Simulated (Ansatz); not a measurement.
# Carbon, bcc under RPBE: structure, energy and stiffness

Aim: take carbon in the bcc structure, relax it, solve it on a dense k-mesh, then scale the cell to 7 volumes from 88 to 112 % of the relaxed one and try a fit of the equation of state. Spin polarisation is left out. The k-meshes are 18×18×18 for the relaxation; 30×30×30 for the dense run; 21×21×21 for the volumes.

Program: Ansatz 0.2.0. Level of theory: DFT RPBE, plane waves (420 eV) with PAW, scalar-relativistic; PAW files made under PBE, frozen cores solved again for the functional. These are calculated values, not measurements.

## Step 1: The structure to begin with

Symmetry: Im-3m, No. 229, cubic system. Conventional cell: a = 2.365 Å, b = 2.365 Å, c = 2.365 Å, α = 90.00°, β = 90.00°, γ = 90.00°. Around C (site symmetry m-3m) lie 8 C at 2.05 Å.

As a file:

```xyz
1
Lattice="-1.1826 1.1826 1.1826 1.1826 -1.1826 1.1826 1.1826 1.1826 -1.1826" Properties=species:S:1:pos:R:3 pbc="T T T"
C     0.0000    0.0000    0.0000
```

## Step 2: Relaxing cell and atoms

input.yaml

```yaml
crystal:
  lattice:
    - [-1.1826249197, 1.1826249197, 1.1826249197]
    - [1.1826249197, -1.1826249197, 1.1826249197]
    - [1.1826249197, 1.1826249197, -1.1826249197]
  atoms:
    - { symbol: C, position: [0.0, 0.0, 0.0] }
hamiltonian:
  xc: rpbe
  pseudopotentials:
    kind: paw
    azcp:
      C: "pseudopotentials/C.paw.azcp"
basis:
  ecutwfc: 420
  fft_grid_basis: typed
kpoints:
  mp_grid: { grid: [18, 18, 18], shift: [0, 0, 0] }
magnetization:
  spin_polarized: false
scf:
  occupations: { method: fermi_dirac, width: 0.1 }
relax:
  max_steps: 60
  f_tol: 0.01
  cell: {}
```

Further steps of the session: The energy on a finer k-mesh; The cell scaled to 88 % of its volume; The cell scaled to 92 % of its volume; The cell scaled to 96 % of its volume; The cell scaled to 100 % of its volume; The cell scaled to 104 % of its volume; The cell scaled to 108 % of its volume; The cell scaled to 112 % of its volume.

What does the calculation give? Wanted: space group; conventional cell; volume; shortest distance; gap on the mesh; relative to graphite; V₀, B₀, B₀′.

**Answer**, as computed:

| quantity | value |
| --- | --- |
| space group (spins left aside) | Im-3m (No. 229) |
| conventional cell | a = 2.390 Å |
| volume | 6.830 Å³/atom |
| shortest distance | 2.070 Å |
| gap on the mesh | none (levels filled in part) |
| relative to graphite | +4371 meV/atom |
| V₀, B₀, B₀′ | 6.804 Å³/atom, 172 GPa, 4.8 |

In words: The relaxation enlarged the cell by 3.2 % in volume. Against the reference form of carbon (graphite, computed apart with the same settings) it stands 4371 meV/atom higher. No gap shows: it is a metal or semimetal at this level. B₀ comes out at 172 GPa. The symmetry was held, so the structure may be unstable against distortions that break it.
